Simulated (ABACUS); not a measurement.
**MnO under changes of volume**

One of the cells (10.971 Å³/atom); the others are scaled copies at fixed shape and fractional positions:

```xyz
2
Lattice="0.0000 2.2220 2.2220 2.2220 0.0000 2.2220 2.2220 2.2220 0.0000" Properties=species:S:1:pos:R:3 pbc="T T T"
Mn    0.0000    0.0000    0.0000
O     2.2220    2.2220    2.2220
```

```yaml
Program: ABACUS 3.10.1
Functional: PBE
Potentials_or_basis: PseudoDojo NC SR 0.4.1 PBE standard
Cutoff: 1320 eV
Density_cutoff: 5279 eV
Basis: plane waves
k_mesh: 10 × 10 × 10
Occupations: fermi-dirac, width 0.05 eV
Spin: collinear spin, ferromagnetic start
Starting_moments: "[4.0, 0.0] μB"
```

```tsv
volume (Å³/atom)	energy over the lowest point (meV/atom)	pressure (GPa)	moment (μB per cell)
10.312	22.23	9.0	4.69
10.532	10.63	6.8	4.77
10.751	2.98	3.6	4.80
10.971	0.00	0.8	4.83
11.190	0.32	-1.4	4.87
11.409	?	?	?
11.629	9.09	-5.4	4.94
```

**Question.** What does the run at 11.409 Å³/atom give?

**Answer.** Energy over the lowest point 3.33 meV/atom; pressure -3.4 GPa; moment 4.91 μB per cell.

Worked out: A Birch-Murnaghan fit of order 3 (a polynomial in V^(-2/3)) to the other rows has its minimum at 11.06 Å³/atom with B0 = V·E''(V) = 118 GPa and B' = 6.8. It gives 3.41 meV/atom at 11.409 Å³/atom, against the run's 3.33, and -dE/dV = -3.3 GPa, against -3.4. A parabola through the other rows of the moment, of slope 0.139 μB per Å³/atom there, gives 4.91 μB, against the run's 4.91.

Energies are extrapolated to zero smearing.

Caveats: a cell with one magnetic atom can't hold antiferromagnetic order, which such compounds often take.
